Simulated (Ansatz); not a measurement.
TiO2:

```
Ti O
1.0
     2.70603   -2.70666    0.00000
     2.70603    2.70666    0.00000
    -2.63353    0.00000    4.79664
Ti O
2 4
Direct
  0.86589 0.13411 0.75000
  0.13411 0.86589 0.25000
  0.08876 0.33122 0.16715
  0.91124 0.66878 0.83285
  0.66878 0.91124 0.33285
  0.33122 0.08876 0.66715
```

The cell is a database's computed one.

Base run:

* Program: Ansatz 0.2.0
* Functional: PBE
* Potentials or basis: Ansatz PAW
* Cutoff: 420 eV (not typed: the program's choice for these potentials)
* k mesh: 8 × 8 × 6
* Occupations: fermi-dirac, width 0.05 eV
* Spin: no spin polarisation
* Hubbard terms: Ti d U = 4 eV

Its results: band gap on the k mesh 2.57 eV, indirect (least direct gap 2.93 eV); pressure 1.4 GPa; largest force 0.168 eV/Å.

The run is repeated on the same cell with these changes: hubbard terms from Ti d U = 4 eV to Ti d U = 1 eV. What comes out?

Band gap on the k mesh 2.18 eV, indirect (least direct gap 2.53 eV); pressure -1.0 GPa; largest force 0.137 eV/Å.

A k mesh can miss the band edges.
